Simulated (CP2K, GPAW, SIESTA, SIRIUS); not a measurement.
## AlN: equilibrium volume by level of theory

It takes space group F-43m (No. 216, cubic). Conventional cell: a = 4.368 Å, b = 4.368 Å, c = 4.368 Å, α = 90.00°, β = 90.00°, γ = 90.00°. Al (site symmetry -43m) is surrounded by 4 N at 1.89 Å. N (site symmetry -43m) is surrounded by 4 Al at 1.89 Å.

Measurements of this composition are mostly on another form, of space group No. 186.

| rung | level | program and potentials | cutoff (eV) | k mesh | smearing | core time | chip | equilibrium volume (Å³/atom) | notes |
| --- | --- | --- | --- | --- | --- | --- | --- | --- | --- |
| non-local van der Waals functional | vdW-DF-cx | GPAW, GPAW PAW data sets (gpaw-data 1.2.1) | 800 | 10 × 10 × 10 | fermi-dirac 0.05 | 65 s | Intel Xeon Platinum 8488C Sapphire Rapids | 10.71 | potentials made for PBE |
| GGA + dispersion | OLYP+D3(BJ) | GPAW, PAW data sets generated for this functional | 800 | 10 × 10 × 10 | fermi-dirac 0.05 | 67 s | Intel Xeon Platinum 8488C Sapphire Rapids | 10.07 | - |
| GGA | SOGGA | GPAW, PAW data sets generated for this functional | 800 | 10 × 10 × 10 | fermi-dirac 0.05 | 67 s | AMD EPYC 7B13 Zen 3 | 10.55 | - |
| GGA + dispersion | BP86+D3(zero damping) | GPAW, PAW data sets generated for this functional | 800 | 10 × 10 × 10 | fermi-dirac 0.05 | 69 s | AMD EPYC 7B13 Zen 3 | 10.48 | - |
| GGA | BP86 | GPAW, PAW data sets generated for this functional | 800 | 10 × 10 × 10 | fermi-dirac 0.05 | 74 s | Intel Xeon Platinum 8488C Sapphire Rapids | (a) | - |
| non-local van der Waals functional | optPBE-vdW | GPAW, GPAW PAW data sets (gpaw-data 1.2.1) | 800 | 10 × 10 × 10 | fermi-dirac 0.05 | 75 s | AMD EPYC 7B13 Zen 3 | 10.84 | potentials made for PBE |
| GGA + dispersion | PBE+D4 | GPAW, GPAW PAW data sets (gpaw-data 1.2.1) | 800 | 10 × 10 × 10 | fermi-dirac 0.05 | 84 s | AMD EPYC 7B13 Zen 3 | 10.50 | - |
| GGA + dispersion | revPBE+D3(zero damping) | GPAW, the program's PAW data sets (release 1.2.1) made for this functional | 800 | 10 × 10 × 10 | fermi-dirac 0.05 | 91 s | Intel Xeon Platinum 8375C Ice Lake | 10.56 | - |
| GGA | PBE | GPAW, SG15 ONCV 1.2 | 1100 | 10 × 10 × 10 | fermi-dirac 0.05 | 92 s | AMD EPYC 7R13 Zen 3 | (b) | - |
| non-local van der Waals functional | vdW-DF | GPAW, GPAW PAW data sets (gpaw-data 1.2.1) | 800 | 10 × 10 × 10 | fermi-dirac 0.05 | 94 s | Intel Xeon Platinum 8375C Ice Lake | 10.98 | potentials made for PBE |
| GGA | PBEsol | GPAW, PAW data sets generated for this functional | 800 | 10 × 10 × 10 | fermi-dirac 0.05 | 1.7 min | Intel Xeon Platinum 8488C Sapphire Rapids | 10.56 | - |
| GGA | PBEsol | SIRIUS, PseudoDojo 0.4.1 PBEsol standard (scalar relativistic) | 1152 | 10 × 10 × 10 | fermi-dirac 0.05 | 2.3 min | Arm Neoverse V2 | 10.48 | - |
| GGA | PBEsol | CP2K, POTENTIAL_UZH Al GTH-PBE-q3, N GTH-PBE-q5; TZVP-MOLOPT-PBE-GTH basis | - | 10 × 10 × 10 | fermi-dirac 0.05 | 6 min | Arm Neoverse V1 | 10.60 | atomic basis; potentials made for PBE |
| LDA | LDA | SIESTA, files PseudoDojo sr-lda-0.4.1-standard, DZP (energy shift 0.003 Ry) | - | 10 × 10 × 10 | fermi-dirac 0.05 | 9.6 min | Arm Neoverse V2 | 10.28 | atomic basis |

Times are single runs on shared hosts and different chips, so they are rough; meshes, cutoffs and the tasks' sizes weigh on the time. Task: equation of state. All rows: no spin polarisation. Smearing widths are in eV. Meshes are those of the run's cell of 2 atoms unless a note names another. Runs on faulty files, with rough fits or with known faults for this quantity aren't shown. No row holds spin-orbit coupling.

Q: Estimate the values left out from the other rows.

A: (a) 10.76 Å³/atom; (b) 10.64 Å³/atom.
